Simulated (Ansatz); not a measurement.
Run this with the Ansatz DFT code, driven from Python and show what comes out.

Script `gw.py`:
```python
"""Quasiparticle gap of NaH by G0W0."""

import logging
import sys

import ansatz as az

logging.basicConfig(stream=sys.stdout, format="%(levelname)s:%(name)s:%(message)s")
log = logging.getLogger("ansatz_job")
log.setLevel(logging.INFO)


def main() -> None:
    xtal = (
        az.Lattice.cubic(2.955124)
        .space_group(221)
        .atom("Na", (0.0, 0.0, 0.0))
        .atom("H", (0.5, 0.5, 0.5))
    )

    calc = (
        xtal.calculation()
        .functional("pbesol")
        .pseudopotentials("paw")
        .basis(380)
        .scf(lower_state_search="standard")
        .kpoints(mesh=(5, 5, 5))
        .occupations("fixed")
        .gw(empty_bands=100, screening_cutoff=100, quasiparticle_bands=("v2", "c2"))
    )
    events = []
    done = calc.session().plan().execute(on_event=events.append, runs_dir="gw_run")
    gw = next(e["data"] for e in events if e["event"] == "gw_qp")
    top = gw["frontier_bands"]["highest_filled_band"]
    for qp in gw["qp"]:
        if qp["ik"] == 0:
            print("band", qp["band"], "shift", round(qp["e_qp_ev"] - qp["eps_ks_ev"], 3), "eV, Z =", round(qp["z"], 3))
    for key, label in (("eps_ks_ev", "Kohn-Sham"), ("e_qp_ev", "G0W0")):
        filled = max(qp[key] for qp in gw["qp"] if qp["band"] <= top)
        empty = min(qp[key] for qp in gw["qp"] if qp["band"] > top)
        log.info(f"{label} gap on the mesh: {empty - filled:.3f} eV")
    print("static dielectric eigenvalues (RPA, this mesh):", [round(e, 3) for e in gw["screening"][0]["eps_tensor_eigenvalues"]])


if __name__ == "__main__":
    main()
```

`python gw.py` gives:
```text
DeckWarning: basis.ecutwfc = 380 eV is below the records' recommended 420 eV, and the density's cutoff is lower with it unless basis.ecutrho_ratio is high enough to keep the records' density cutoff: compare with a run at a higher cutoff
band 4 shift -6.675 eV, Z = 0.845
band 5 shift -1.662 eV, Z = 0.491
band 6 shift 0.783 eV, Z = 0.761
band 7 shift 0.527 eV, Z = 0.968
INFO:ansatz_job:Kohn-Sham gap on the mesh: 2.295 eV
INFO:ansatz_job:G0W0 gap on the mesh: 4.392 eV
static dielectric eigenvalues (RPA, this mesh): [2.867, 2.867, 2.867]
```
(Warnings from the package without file and line.)

Reading the output:
- These settings explore the input space; cutoff and mesh may be short of convergence.
- The cutoff lies under the one recommended for these potentials.
- The k-point mesh is coarse, and energy and stress weren't tested for convergence.
- This cell is a computed structure, which may not be the phase found in nature.
- Mesh, empty bands and screening cutoff are small, so the quasiparticle gap isn't converged, and it is read on the mesh points alone. Spin-orbit coupling is left out, which matters for heavy elements.
- Hardware and time: 13 s on 1 thread of Arm Neoverse V2, with other jobs on the host, peak memory 0.35 GiB.
